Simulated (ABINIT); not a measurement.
**HfN: band structure with BP86**

Crystal: HfN.

```
Hf N
1.0
     0.00000    2.25600    2.25600
     2.25600    0.00000    2.25600
     2.25600    2.25600    0.00000
Hf N
1 1
Direct
  0.00000 0.00000 0.00000
  0.50000 0.50000 0.50000
```

```yaml
Program: ABINIT 10.8.3 (patched build)
Task: band structure
Functional: BP86
Potentials_or_basis: JTH PAW PBE v2.0
Cutoff: 707 eV
k_mesh: 10 × 10 × 10
Occupations: fermi-dirac, width 0.05 eV
Spin: no spin polarisation
Fine-grid_cutoff: 1306.15 eV
Exchange_and_correlation_inside_the_PAW_spheres: full angular mesh (pawxcdev 0, this build's default; the released program takes 1)
```

| Property | Result |
| --- | --- |
| Pressure | 5.5 GPa |
| Band gap on the k mesh | none (metal or under the smearing width) |
| Valence electrons inside the program's atomic spheres | Hf 9.70; N 2.58 |

Levels at the corners of the path, in eV from the Fermi level:
```
point  band 4  band 5  band 6  band 7  band 8  band 9  band 10  band 11  band 12  band 13
    Γ  -31.22  -17.57   -3.07   -3.07   -3.07   -0.41    -0.41    -0.41     1.85     1.90
    X  -31.53  -16.51   -5.43   -3.84   -3.74   -3.74     4.02     5.45     5.45     5.57
    W  -31.57  -15.88   -6.23   -5.50   -5.50    1.09     1.09     5.46     5.49     6.12
    K  -31.45  -15.93   -6.38   -5.55   -5.02   -0.88     3.84     4.39     5.98     6.60
    Γ  -31.22  -17.57   -3.07   -3.07   -3.07   -0.41    -0.41    -0.41     1.85     1.90
    L  -31.31  -14.86   -8.92   -6.26   -6.26    3.24     3.64     3.64     4.54     8.79
    U  -31.45  -15.93   -6.38   -5.55   -5.02   -0.88     3.84     4.39     5.98     6.60
    W  -31.57  -15.88   -6.23   -5.50   -5.50    1.09     1.09     5.46     5.49     6.12
    L  -31.31  -14.86   -8.92   -6.26   -6.26    3.24     3.64     3.64     4.54     8.79
    K  -31.45  -15.93   -6.38   -5.55   -5.02   -0.88     3.84     4.39     5.98     6.60
```

It took 72 s on 1 thread of Arm Neoverse V1, with other jobs on the host, peak memory 0.13 GiB.

Caveat: the PAW data sets were made with another functional, which shifts forces and pressure a little; spin-orbit coupling is left out, which moves the levels of the heavy elements.
